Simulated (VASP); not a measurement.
Runs of VASP 6.6.1 on AlAs. The cell holds a slab with vacuum, 14 atoms: a = 5.661 Å, b = 4.003 Å, c = 28.008 Å, α = 90.00°, β = 90.00°, γ = 90.00°. 

```tsv
level	potentials or basis	k mesh	cutoff (eV)	mesh quality	gap on the mesh (eV)	largest force (eV/Å)
LDA	VASP PAW LDA potentials, release 64 (Al, As)	4 × 6 × 1	520	not flagged	(a)	0.25
PBEsol	VASP PAW PBE potentials, release 64 (Al, As)	2 × 4 × 1	520	coarse	0.70	0.03
PBEsol	VASP PAW PBE potentials, release 64 (Al, As)	4 × 6 × 1	520	not flagged	0.71	0.01
PBEsol	VASP PAW PBE potentials, release 64 (Al, As)	4 × 6 × 1	250	not flagged	0.70	0.01
```

Alike in all rows: task work function; no spin polarisation; cell as given; smearing gaussian 0.05 eV.

Task: Fill in the values left out.

Result: (a) 0.72.

Caveats: some runs use coarse meshes; the PAW data sets were made with another functional, which shifts forces and pressure a little (some runs).

A k mesh can miss the band edges, and the runs leave out spin-orbit coupling on As.

Not every run made on this cell is shown here.
